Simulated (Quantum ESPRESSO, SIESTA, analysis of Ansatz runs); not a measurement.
**Levels of H_F in LiF (Fm-3m), rung by rung (SIESTA)**

We place the charge-transition levels of H_F in LiF (Fm-3m) with atom-centred orbitals, then repeat the energies at other levels of method to see what holds. Model: a cell of 54 host atoms with 1 F taken out and 1 H put in.

Calculated with SIESTA 5.4.2; SIESTA numerical-orbital DFT, PBEsol, DZP basis, PseudoDojo 0.4.1 potentials converted to PSML; charged supercells in a uniform background, point-charge correction with alignment at far sites.

**1. The starting structure**

The cell holds 54 atoms: 27 Li, 26 F and 1 H. Cell: a = 8.473 Å, b = 8.473 Å, c = 8.473 Å, α = 59.9°, β = 59.9°, γ = 59.9°. It derives from LiF (space group Fm-3m). Nearest the centre at fractional (0.500, 0.500, 0.500): H28 at 0.00 Å, Li33 at 2.00 Å, Li45 at 2.00 Å, Li29 at 2.00 Å, Li51 at 2.00 Å, Li47 at 2.00 Å, Li35 at 2.00 Å, F16 at 2.82 Å.

Structure file:

```xyz
54
Lattice="0.0054 5.9910 5.9910 5.9910 0.0054 5.9910 5.9910 5.9910 0.0054" Properties=species:S:1:pos:R:3 pbc="T T T"
Li    0.0000    0.0000    0.0000
F     1.9979    1.9979    1.9979
Li    1.9970    1.9970    0.0018
F     3.9949    3.9949    1.9997
Li    3.9940    3.9940    0.0036
F     5.9919    5.9919    2.0015
Li    1.9970    0.0018    1.9970
F     3.9949    1.9997    3.9949
Li    3.9940    1.9988    1.9988
F     5.9919    3.9967    3.9967
Li    5.9910    3.9958    2.0006
F     7.9889    5.9937    3.9985
Li    3.9940    0.0036    3.9940
F     5.9919    2.0015    5.9919
Li    5.9910    2.0006    3.9958
F     7.9889    3.9985    5.9937
Li    7.9880    3.9976    3.9976
F     9.9859    5.9955    5.9955
Li    0.0018    1.9970    1.9970
F     1.9997    3.9949    3.9949
Li    1.9988    3.9940    1.9988
F     3.9967    5.9919    3.9967
Li    3.9958    5.9910    2.0006
F     5.9937    7.9889    3.9985
Li    1.9988    1.9988    3.9940
F     3.9967    3.9967    5.9919
Li    3.9958    3.9958    3.9958
H     5.9937    5.9937    5.9937
Li    5.9928    5.9928    3.9976
F     7.9907    7.9907    5.9955
Li    3.9958    2.0006    5.9910
F     5.9937    3.9985    7.9889
Li    5.9928    3.9976    5.9928
F     7.9907    5.9955    7.9907
Li    7.9898    5.9946    5.9946
F     9.9877    7.9925    7.9925
Li    0.0036    3.9940    3.9940
F     2.0015    5.9919    5.9919
Li    2.0006    5.9910    3.9958
F     3.9985    7.9889    5.9937
Li    3.9976    7.9880    3.9976
F     5.9955    9.9859    5.9955
Li    2.0006    3.9958    5.9910
F     3.9985    5.9937    7.9889
Li    3.9976    5.9928    5.9928
F     5.9955    7.9907    7.9907
Li    5.9946    7.9898    5.9946
F     7.9925    9.9877    7.9925
Li    3.9976    3.9976    7.9880
F     5.9955    5.9955    9.9859
Li    5.9946    5.9946    7.9898
F     7.9925    7.9925    9.9877
Li    7.9916    7.9916    7.9916
F     9.9895    9.9895    9.9895
```

The host's dielectric constants go in as inputs: 2.08 for the electrons alone, 9.41 with the ions, from a response run on this crystal (DFPT, PBEsol, Quantum ESPRESSO) at that run's own cell.

The cell's shortest repeat is 8.5 Å.

The primitive cell was relaxed at this level beforehand, to 15.91 Å³.

The defect-free supercell was relaxed beforehand, from displaced atoms: they ended at most 0.01 Å from the sites they started about, so the symmetric structure holds.

**2. Band edges**

Levels are counted from the valence top, which comes from the unit cell, dense mesh; the energy of the host comes from the defect-free supercell at the defects' own k-points, so that the host's part of the sampling error cancels.

The input, host.fdf:

```
SystemName                      LiF
SystemLabel                     host
NumberOfSpecies                 2
NumberOfAtoms                   2
%block ChemicalSpeciesLabel
  1    3 Li
  2    9 F
%endblock ChemicalSpeciesLabel
LatticeConstant                 1.0 Ang
%block LatticeVectors
     0.001805000     1.996990000     1.996990000
     1.996990000     0.001805000     1.996990000
     1.996990000     1.996990000     0.001805000
%endblock LatticeVectors
AtomicCoordinatesFormat         Fractional
%block AtomicCoordinatesAndAtomicSpecies
     0.000000000     0.000000000     0.000000000  1
     0.499999625     0.499999625     0.499999625  2
%endblock AtomicCoordinatesAndAtomicSpecies
%block kgrid.MonkhorstPack
   14   0   0  0.00
    0  14   0  0.00
    0   0  14  0.00
%endblock kgrid.MonkhorstPack
XC.Functional                   GGA
XC.Authors                      PBEsol
PAO.BasisSize                   DZP
PAO.EnergyShift                 0.005 Ry
Mesh.Cutoff                     300 Ry
%block PAO.PolarizationScheme
  Li non-perturbative
%endblock PAO.PolarizationScheme
OccupationFunction              FD
ElectronicTemperature           0.01 eV
MaxSCFIterations                150
SCF.MustConverge                true
SCF.Mixer.Method                Pulay
SCF.Mixer.Weight                0.2
SCF.Mixer.History               10
SCF.DM.Tolerance                1.0e-4
SCF.H.Tolerance                 1.0e-3 eV
WriteForces                     true
Charge.Mulliken                 end
```

Run with:

```console
OMP_NUM_THREADS=1 siesta host.fdf > host.out
```

The log of the run:

```text
Version         : 5.4.2

                           ***********************
                           *  WELCOME TO SIESTA  *
                           ***********************

[...]
reinit: Reading from file host.fdf

reinit: -----------------------------------------------------------------------
reinit: System Name: LiF
reinit: -----------------------------------------------------------------------
reinit: System Label: host
reinit: -----------------------------------------------------------------------

initatom: Reading input for the pseudopotentials and atomic orbitals ----------
Species number:   1 Atomic number:    3 Label: Li
Species number:   2 Atomic number:    9 Label: F

[... pseudopotential checks and orbital generation ...]

prinput: Basis input

PAO.BasisType split

%block ChemicalSpeciesLabel
    1    3 Li                      # Species index, atomic number, species label
    2    9 F                       # Species index, atomic number, species label
%endblock ChemicalSpeciesLabel

%block PAO.Basis                 # Define Basis set
# WARNING: This information might be incomplete!
[...]
(Free)E + p*V (eV/cell)     -866.3147
Target enthalpy (eV/cell)     -866.3045
[...]
siesta: Final energy (eV):
siesta:  Band Struct. =    -266.793544
siesta:       Kinetic =     585.898473
siesta:       Hartree =     222.394365
siesta:         Exch. =    -181.825111
siesta:         Corr. =     -12.380846
siesta:   Exch.-corr. =    -194.205957
siesta:  Ion-electron =   -1069.731995
siesta:       Ion-ion =    -410.659384
siesta:         Total =    -866.304498
siesta:         Fermi =     -10.002826
[...]
siesta: Stress tensor (static) (eV/Ang**3):
siesta:     0.000638    0.000244    0.000244
siesta:     0.000244    0.000638    0.000244
siesta:     0.000244    0.000244    0.000638
[...]
siesta: Cell volume =         15.906274 Ang**3
[...]
siesta: Pressure (static):
siesta:                Solid            Molecule  Units
siesta:          -0.00000695         -0.00000696  Ry/Bohr**3
siesta:          -0.00063831         -0.00063875  eV/Ang**3
siesta:          -1.02268603         -1.02339718  kBar
[...]
mulliken: Qtot =       10.000

Mulliken Atomic Populations:
Atom #   charge [q] valence [e]  Species
     1     0.505882    2.494118  Li
     2    -0.505882    7.505882  F
 Total    -0.000000

Job completed
```

Wall time 37 s (1 MPI rank of Arm Neoverse V1, shared host); peak memory 0.21 GiB.

The gap at this level is 9.10 eV.

Test of the sampling: at one point at (¼, ¼, ¼) the host's energy lies under 1 meV an atom above its value on the primitive cell's dense mesh, close enough for the relaxations.

[end of part 1 of 3]

[Logs are printed without paths, hosts, clocks, repeated set-up lines and the standing remarks that a program may print on its own settings, such as how far it seeks lower states.]

[Hosts, paths, dates, database ids (printed as entryN), source tags and the programs' standing remarks are cut or masked in the printed files.]

[For some hosts the program warned that the k-mesh of the response run may be too coarse for force constants and the static dielectric constant; such warnings are not shown here.]

[Charge tables in the logs are Mulliken or Hirshfeld populations, whose sizes and signs can differ; where basis functions stand at a vacancy, SIESTA counts their charge against the missing atom's valence.]

[In relaxation paths of CP2K, step 0 can be the structure after the first move, since the trajectory file begins there, and the last row can be the final structure solved once more.]
